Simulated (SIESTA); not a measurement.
The system is Ge.

```
Ge
1.0
     0.00000    2.82891    2.82891
     2.82891    0.00000    2.82891
     2.82891    2.82891    0.00000
Ge
2
Direct
  0.75000 0.75000 0.75000
  0.50000 0.50000 0.50000
```

Base run:

| Property | Result |
| --- | --- |
| Program | SIESTA 5.4.2 |
| Functional | PBE |
| Potentials or basis | PseudoDojo 0.4 standard (PBE files) |
| Basis | DZP (energy shift 0.003 Ry; two zetas on semicore shells) |
| Grid cutoff | 800 Ry |
| Energy shift | 0.003 Ry |
| k mesh | 8 × 8 × 8 |
| Occupations | fermi-dirac, width 0.05 eV |
| Spin | no spin polarisation |

Its results: band gap on the k mesh 0.07 eV, direct; pressure 5.1 GPa.

Question: The run is repeated on the same cell with these changes: functional from PBE to vdW-DF-cx. What comes out?

Answer: Band gap on the k mesh none (metal or under the smearing width); pressure 3.3 GPa.

Caveats: the basis of atomic orbitals isn't converged, which shifts pressures, moduli and gaps; the potentials were made for another functional, which shifts forces and pressure (some runs).

Not every run made on this cell is shown here.
